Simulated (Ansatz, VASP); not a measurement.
**Ti: VASP beside Ansatz**

```xyz
1
Lattice="-1.6578 1.6578 1.6578 1.6578 -1.6578 1.6578 1.6578 1.6578 -1.6578" Properties=species:S:1:pos:R:3 pbc="T T T"
Ti    0.0000    0.0000    0.0000
```

Alike in both runs: task single point; functional r2SCAN; k mesh 18 × 18 × 18; occupations gaussian, width 0.1 eV; no spin polarisation.

|  | VASP | Ansatz |
| --- | --- | --- |
| version | VASP 6.6.1 | Ansatz 0.2.0 |
| potentials or method | VASP PAW PBE potentials, release 64 (Ti_sv) | scalar-relativistic, plane waves, PAW |
| plane-wave cutoff (eV) | 520 | 500 |
| valence electrons in the cell | 12 | 12 |

```tsv
	VASP	Ansatz	Ansatz less VASP
gap on the k mesh at the Fermi level (eV)	none	none	-
pressure (GPa)	-5.7	-5.9	-0.23
```

A gap of «none» marks a metal or a gap that the smearing closes. With one functional, cell and mesh, what is left measures potentials, basis and numerics.

Caveats: the PAW data sets were made with another functional, which shifts forces and pressure a little (VASP).
